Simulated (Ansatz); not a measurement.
Molecular dynamics of H$_{7}$C$_{6}$O$_{8}$

input.yaml

```yaml
accuracy: low
crystal:
  lattice:
    - [5.265852, 0.0, 0.0]
    - [0.470821, 5.431737, 0.0]
    - [2.050398, 2.558415, 7.933663]
  atoms:
    - { symbol: H, position: [0.8846, 0.2895, 0.5723] }
    - { symbol: H, position: [0.1154, 0.7105, 0.4277] }
    - { symbol: H, position: [0.4812, 0.2421, 0.3253] }
    - { symbol: H, position: [0.5621, 0.5133, 0.1841] }
    - { symbol: H, position: [0.4379, 0.4867, 0.8159] }
    - { symbol: H, position: [0.8021, 0.0444, 0.9707] }
    - { symbol: H, position: [0.1979, 0.9556, 0.0293] }
    - { symbol: C, position: [0.7847, 0.4166, 0.3649] }
    - { symbol: C, position: [0.2153, 0.5834, 0.6351] }
    - { symbol: C, position: [0.6315, 0.3517, 0.2533] }
    - { symbol: C, position: [0.3685, 0.6483, 0.7467] }
    - { symbol: C, position: [0.8017, 0.2101, 0.1377] }
    - { symbol: C, position: [0.1983, 0.7899, 0.8623] }
    - { symbol: O, position: [0.9141, 0.6185, 0.3162] }
    - { symbol: O, position: [0.0859, 0.3815, 0.6838] }
    - { symbol: O, position: [0.7737, 0.2423, 0.5123] }
    - { symbol: O, position: [0.2263, 0.7577, 0.4877] }
    - { symbol: O, position: [0.0436, 0.1801, 0.1278] }
    - { symbol: O, position: [0.9564, 0.8199, 0.8722] }
    - { symbol: O, position: [0.6717, 0.1255, 0.0521] }
    - { symbol: O, position: [0.3283, 0.8745, 0.9479] }
basis:
  ecutwfc: 420.0
kpoints:
  mp_grid: { grid: [2, 2, 2] }
hamiltonian:
  xc: pbe
  dispersion: d3bj
scf:
  occupations: { method: fermi_dirac, width: 0.05 }
  lower_state_search: "off"
md:
  timestep: 0.5
  n_steps: 60
  ensemble: nvt_nose_hoover
  temperature: 500.0
  initial_velocities: maxwell_boltzmann
  seed: 996862
  nose_hoover: { tau: 3.0, chain_length: 1 }
```

Command:

```bash
$ ansatz run input.yaml --threads 1 --pin off --max-ram 3072MiB --backend cpu --events-out ev --progress --plain --runs-dir out
```

It starts from an unrelaxed structure (largest force component 5.23 eV/Å).

Output, in part (step lines):

```
md step     0: t =     0.00 fs  T =   500.0 K  F+E_penalty+E_count = -6152.22921125 eV  E_kin = 1.292600 eV  conserved = -6150.93661126 eV  (22 SCF iters)
md step     1: t =     0.50 fs  T =   474.7 K  F+E_penalty+E_count = -6152.16048844 eV  E_kin = 1.227257 eV  conserved = -6150.93366486 eV  (17 SCF iters)
md step     2: t =     1.00 fs  T =   519.5 K  F+E_penalty+E_count = -6152.27795684 eV  E_kin = 1.343080 eV  conserved = -6150.93812822 eV  (20 SCF iters)
md step     3: t =     1.50 fs  T =   607.3 K  F+E_penalty+E_count = -6152.51426899 eV  E_kin = 1.569885 eV  conserved = -6150.94657970 eV  (20 SCF iters)
md step     4: t =     2.00 fs  T =   683.4 K  F+E_penalty+E_count = -6152.73879499 eV  E_kin = 1.766830 eV  conserved = -6150.95305501 eV  (21 SCF iters)
md step     5: t =     2.50 fs  T =   702.1 K  F+E_penalty+E_count = -6152.84625105 eV  E_kin = 1.815013 eV  conserved = -6150.95466829 eV  (12 SCF iters)
md step     6: t =     3.00 fs  T =   651.6 K  F+E_penalty+E_count = -6152.80724180 eV  E_kin = 1.684546 eV  conserved = -6150.95248930 eV  (5 SCF iters)
md step     7: t =     3.50 fs  T =   553.0 K  F+E_penalty+E_count = -6152.65703274 eV  E_kin = 1.429632 eV  conserved = -6150.94888781 eV  (7 SCF iters)
[... lines left out ...]
```

The steps, from the saved trajectory:

```
time (fs)  T (K)  potential energy less start (eV)  conserved less start (meV/atom)
      0.0    500                             0.000                             0.00
      1.0    520                            -0.049                            -0.07
      2.0    683                            -0.510                            -0.78
      3.0    652                            -0.578                            -0.76
      4.0    439                            -0.227                            -0.42
      5.0    265                             0.117                            -0.23
      6.0    228                             0.201                            -0.19
      7.0    343                            -0.028                            -0.28
      8.0    583                            -0.466                            -0.51
      9.0    792                            -0.795                            -0.79
     10.0    742                            -0.654                            -0.67
     11.0    542                            -0.280                            -0.06
     12.0    516                            -0.380                            -0.21
     13.0    593                            -0.788                            -0.82
     14.0    521                            -0.852                            -0.84
     15.0    340                            -0.573                            -0.59
     16.0    204                            -0.294                            -0.42
     17.0    184                            -0.231                            -0.39
     18.0    291                            -0.415                            -0.50
     19.0    502                            -0.713                            -0.71
     20.0    690                            -0.820                            -0.85
     21.0    680                            -0.477                            -0.54
     22.0    563                            -0.010                             0.00
     23.0    601                            -0.023                            -0.21
     24.0    706                            -0.286                            -0.67
     25.0    637                            -0.232                            -0.58
     26.0    448                             0.083                            -0.32
     27.0    316                             0.323                            -0.16
     28.0    321                             0.287                            -0.15
     29.0    463                            -0.039                            -0.30
     30.0    656                            -0.464                            -0.59
```

All steps were run. The conserved energy stayed within 0.9 meV per atom of its start (net change -0.59 meV per atom), so the integration is sound. A run of 0.03 ps of so small a system gives no equilibrium averages. Limits of this set-up: coarse k mesh, odd electron count without spin, low accuracy level.

Mean squared displacements from the first frame to the last, about the centre of mass: H 0.28 Å², C 0.02 Å², O 0.03 Å².

Last frame:

```xyz
21
Lattice="5.2659 0.0000 0.0000 0.4708 5.4317 0.0000 2.0504 2.5584 7.9337" Properties=species:S:1:pos:R:3
H 6.046 2.943 4.602
H 1.522 4.787 3.394
H 3.309 1.878 2.735
H 3.398 3.315 1.487
H 4.574 5.483 5.606
H 6.436 2.754 7.862
H 1.819 5.318 -0.021
C 5.037 3.224 2.904
C 2.566 4.737 5.097
C 4.036 2.552 2.087
C 3.537 5.364 5.968
C 4.724 1.547 1.073
C 3.157 6.470 6.859
O 5.636 4.210 2.497
O 2.030 3.691 5.563
O 5.279 2.596 4.060
O 2.448 5.202 3.859
O 0.675 1.489 0.948
O 7.239 6.826 6.929
O 3.832 0.878 0.404
O 4.212 7.104 7.380
```

Run time: 5 min on 1 thread of Arm Neoverse V2, with other jobs on the host, peak memory 0.51 GiB.
